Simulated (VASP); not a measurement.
## HgS (zincblende), PBE single-point calculation: Ansatz's output and VASP's

```yaml
crystal:
  lattice:
    - [0.00000, 2.96519, 2.96519]
    - [2.96519, 0.00000, 2.96519]
    - [2.96519, 2.96519, 0.00000]
  atoms:
    - { symbol: Hg, position: [0.00000, 0.00000, 0.00000] }
    - { symbol: S, position: [0.25000, 0.25000, 0.25000] }
```

Ansatz printed

```
SCF 1 converged in 6 iterations: F = -14715.801848 eV  dr2 = 1.03e-10
  greatest PAW one-centre occupation: 1.000 electrons in one spin orbital (limit 2), on the Hg atom at site 0 (counted from 0), in its partial waves of l = 0
NSCF: frozen V_eff on 6 k-points
SCF converged after 6 iterations
Free energy (F): -14715.801848 eV
Harris-Foulkes:  -14715.801848 eV  (|F-HF|=5.22e-10)
Internal energy: -14715.801694 eV  (E = F + TS)
E sigma→0 (E₀):  -14715.801771 eV
Entropy (-TS):   -0.000154 eV (-0.077 meV/atom)
Fermi energy:    7.698644 eV
--- Per-component energies (eV) ---
  E_band       = -505.453625
  E_kinetic    = 708.786798
  E_local      = -3487.082851  (includes V_loc(G=0)·N_el)
  E_nonlocal   = 101.666004
  E_hartree    = 1482.275346
  E_xc         = -316.581121
  E_vxc        = -348.481163  (∫ρ·V_xc dr)
  E_paw        = -10544.299436  (= ΣΔE_a)
  E_vpaw       = -444.893700  (= ΣTr[D̂ρ^β])
  E_aug_tail   = 0.000945  (compensation charges beyond the density's cutoff)
  E_ewald      = -2660.567381
  E_smearing   = -0.000154  (= −TS)
  E_closure    = -0.000000  (closes the sum)
  Σ components = -14715.801848   (vs F -14715.801848, Δ=0.00e0)
--- Forces (eV/Å), atoms counted from 1 ---
  atom   1  Hg     0.00000000     0.00000000    -0.00000000
  atom   2  S     -0.00000000     0.00000000     0.00000000
  max |Σ_I F_I| component: 2.73e-16 eV/Å
--- Stress (GPa, compression-positive) ---
        1.678662       0.000000       0.000000
        0.000000       1.678662       0.000000
       -0.000000       0.000000       1.678662
  P = ⅓ Tr σ = 1.6787 GPa (16.787 kbar)
--- Band table (eV; the first three rows and the last of 29) ---
  k-point 0: bands = ["-106.3778", "-54.8522", "-54.8522", "-54.8522", "-5.2974", "0.8324", "0.8324", "0.8324", "1.6653", "1.6653", "7.1902", "7.6846", "7.6846", "7.6846", "13.7471", "13.7471", "13.7471"]
  k-point 1: bands = ["-106.3778", "-54.8524", "-54.8523", "-54.8523", "-5.2275", "0.8615", "0.8667", "0.8667", "1.6630", "1.6630", "6.1968", "7.5443", "7.5443", "8.4502", "13.3526", "13.9420", "13.9420"]
  k-point 2: bands = ["-106.3778", "-54.8526", "-54.8523", "-54.8523", "-5.0542", "0.9425", "0.9425", "1.0130", "1.6712", "1.6712", "4.8200", "7.2205", "7.2205", "9.0630", "13.2875", "14.2979", "14.2979"]
  k-point 28: bands = ["-106.3778", "-54.8528", "-54.8527", "-54.8526", "-4.6345", "1.1556", "1.2798", "1.5682", "1.6102", "2.3647", "2.7532", "5.0807", "5.5026", "11.3922", "13.0209", "14.4073", "15.6014"]
```

Each program uses its own PAW datasets. VASP's cell holds 18 valence electrons and Ansatz's 26. Ansatz's stress includes a Pulay correction; VASP's doesn't.

Q: What does VASP give for the same cell and level of theory?

A: gap between bands v and c 0.00 eV; least direct gap 0.00 eV; pressure 1.9 GPa.

From OUTCAR

```
k-points           NKPTS =     29   k-points in BZ     NKDIM =     29   number of bands    NBANDS=     16

   NELECT =      18.0000    total number of electrons

   dimension x,y,z NGX =    32 NGY =   32 NGZ =   32
   dimension x,y,z NGXF=    64 NGYF=   64 NGZF=   64

  energy-cutoff  :      520.00
  volume of cell :       52.14
      direct lattice vectors                 reciprocal lattice vectors
     0.000000000  2.965186305  2.965186305    -0.168623469  0.168623469  0.168623469
     2.965186305  0.000000000  2.965186305     0.168623469 -0.168623469  0.168623469
     2.965186305  2.965186305  0.000000000     0.168623469  0.168623469 -0.168623469

 k-points in reciprocal lattice and weights: KPOINTS created by Atomic Simulation Env
   0.00000000  0.00000000  0.00000000       0.002
   0.12500000  0.00000000  0.00000000       0.016
   0.25000000  0.00000000  0.00000000       0.016
   0.37500000  0.00000000  0.00000000       0.016
   0.50000000  0.00000000  0.00000000       0.008
   0.12500000  0.12500000  0.00000000       0.012
   0.25000000  0.12500000  0.00000000       0.047
   0.37500000  0.12500000  0.00000000       0.047
   ...

 E-fermi :   1.7458

 k-point     1 :       0.0000    0.0000    0.0000
  band No.  band energies     occupation
      1     -11.2542      2.00000
      2      -5.1245      2.00000
      3      -5.1245      2.00000
      4      -5.1245      2.00000
      5      -4.2924      2.00000
      6      -4.2924      2.00000
      7       1.2349      2.00000
      8       1.7317      1.33806
      9       1.7317      1.33806
     10       1.7317      1.33806
     11       7.8166      0.00000
     12       7.8166      0.00000
     13       7.8166      0.00000
     14      11.5603      0.00000
     15      13.2745      0.00000
     16      13.2745      0.00000

 k-point     2 :       0.1250    0.0000    0.0000
  band No.  band energies     occupation
      1     -11.1845      2.00000
      2      -5.0957      2.00000
      3      -5.0902      2.00000
      4      -5.0902      2.00000
      5      -4.2946      2.00000
      6      -4.2946      2.00000
      7       0.2372      2.00000
      8       1.5910      1.99913
      9       1.5910      1.99913
     10       2.5002      0.00000
     11       7.4231      0.00000
     12       8.0135      0.00000
     13       8.0135      0.00000
     14      12.4842      0.00000
     15      12.6773      0.00000
     16      12.6773      0.00000

 k-point     3 :       0.2500    0.0000    0.0000
  band No.  band energies     occupation
      1     -11.0119      2.00000
      2      -5.0145      2.00000
      3      -5.0145      2.00000
      4      -4.9448      2.00000
      5      -4.2864      2.00000
      6      -4.2864      2.00000
      7      -1.1418      2.00000
      8       1.2667      2.00000
      9       1.2667      2.00000
     10       3.1111      0.00000
     11       7.3647      0.00000
     12       8.3705      0.00000
     13       8.3705      0.00000
     14      12.3836      0.00000
     15      12.3836      0.00000
     16      12.4028      0.00000

 k-point     4 :       0.3750    0.0000    0.0000
  band No.  band energies     occupation
      1     -10.8333      2.00000
      2      -4.9537      2.00000
      3      -4.9537      2.00000
      4      -4.5340      2.00000
      5      -4.2524      2.00000
      6      -4.2524      2.00000
      7      -2.5235      2.00000
      8       0.9553      2.00000
      9       0.9553      2.00000
     10       3.3009      0.00000
     11       8.0787      0.00000
     12       8.5192      0.00000
     13       8.5192      0.00000
     14      11.9708      0.00000
     15      13.0218      0.00000
     16      13.0218      0.00000

 k-point     5 :       0.5000    0.0000    0.0000
  band No.  band energies     occupation
      1     -10.7578      2.00000
      2      -4.9343      2.00000
      3      -4.9343      2.00000
      4      -4.2289      2.00000
      5      -4.2289      2.00000
      6      -3.9207      2.00000
      7      -3.5058      2.00000
      8       0.8279      2.00000
      9       0.8279      2.00000
     10       3.3190      0.00000
     11       8.5231      0.00000
     12       8.5231      0.00000
     13       8.5944      0.00000
     14      11.9177      0.00000
     15      13.8253      0.00000
     16      13.8253      0.00000

 k-point     6 :       0.1250    0.1250    0.0000
  band No.  band energies     occupation
      1     -11.1612      2.00000
      2      -5.1277      2.00000
      3      -5.0574      2.00000
      4      -5.0574      2.00000
      5      -4.3208      2.00000
      6      -4.2718      2.00000
      7       0.1857      2.00000
      8       1.3697      2.00000
      9       1.3697      2.00000
     10       2.8643      0.00000
     11       6.9913      0.00000
     12       8.2518      0.00000
     13       8.2518      0.00000
     14      11.6890      0.00000
     15      12.9769      0.00000
     16      13.2846      0.00000

 ...

  Total        0.6308857      0.6308857      0.6308857      0.0000000      0.0000000      0.0000000
  in kB       19.3854249     19.3854249     19.3854249      0.0000000      0.0000000      0.0000000
  external PRESSURE =      19.3854249 kB  Pullay stress =       0.0000000 kB

 POSITION                                       TOTAL-FORCE (eV/Angst)
 -----------------------------------------------------------------------------------
      0.00000      0.00000      0.00000        -0.000000     -0.000000     -0.000000
      1.48259      1.48259      1.48259         0.000000      0.000000      0.000000
 -----------------------------------------------------------------------------------
    total drift:                               -0.000000     -0.000000     -0.000000

  FREE ENERGIE OF THE ION-ELECTRON SYSTEM (eV)
  ---------------------------------------------------
  free  energy   TOTEN  =        -4.5432531380 eV

  energy  without entropy=       -4.5430994661  energy(sigma->0) =       -4.54317630
```
